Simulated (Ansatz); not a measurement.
Se in its lowest state found on the top face of a (101) slab of Sn (I4/mmm (No. 139)), 3 planes, outer planes Sn (top) and Sn (bottom); 1 a cell of 40.27 Å², its atoms last:

```
Sn Se
1.0
     6.96216    0.00000    0.00000
    -3.48108    5.78358    0.00000
     0.00000    0.00000   24.55984
Sn Se
12 1
Cartesian
  0.0000 2.0952 8.5000
  -1.7405 4.9870 8.5000
  3.4811 2.0952 8.5000
  1.7405 4.9870 8.5000
  0.0000 4.2041 11.3109
  1.7385 1.2856 11.0122
  3.4811 4.0598 11.0165
  5.2237 1.2856 11.0122
  3.4811 0.3598 14.0551
  1.6543 3.2696 14.0492
  0.0000 0.2852 13.5626
  -1.6543 3.2696 14.0492
  3.4811 -1.5474 16.0769
```

Computed with DFT PBE, scalar-relativistic, plane waves, PAW (Ansatz). Settings: cutoff 420 eV, Γ-centred mesh 5×5×1 on the computed 13-atom cell, Gaussian smearing of 0.10 eV; no spin polarisation. A dipole correction removes the field between periodic images along c.

The clean top face has a work function of 3.80 eV. Adsorption changes the slab's dipole along +c by Δp = -0.1446 e·Å a cell (-0.69 D an adsorbate).

Question: What change of work function does the Helmholtz equation give?

Answer: A sheet of dipoles makes a step in an electron's potential energy of −e·Δp/(ε0·A), and e/ε0 = 180.95 eV·Å for Δp in e·Å: −180.95 × (-0.1446)/40.27 = +0.65 eV. This is the change of φ(top) − φ(bottom). If the bottom face is unmoved, φ(top) becomes 4.45 eV.

Question: How does that compare with the calculation?

Answer: φ(top) changes by +0.82 eV and φ(bottom) by +0.17 eV, so their difference changes by +0.65 eV. The slab is thin enough for the adsorbate to shift the Fermi level against the bottom face too.

Question: What does the sign say about the electrons?

Answer: The change of dipole points into the surface (negative end outward), so the work function rises. Electrons gather on the vacuum side. Δp also holds the adsorbate's own dipole and the moves of the surface atoms, so it isn't a charge transfer alone.

The reference crystal is a form of Sn, which isn't its usual structure.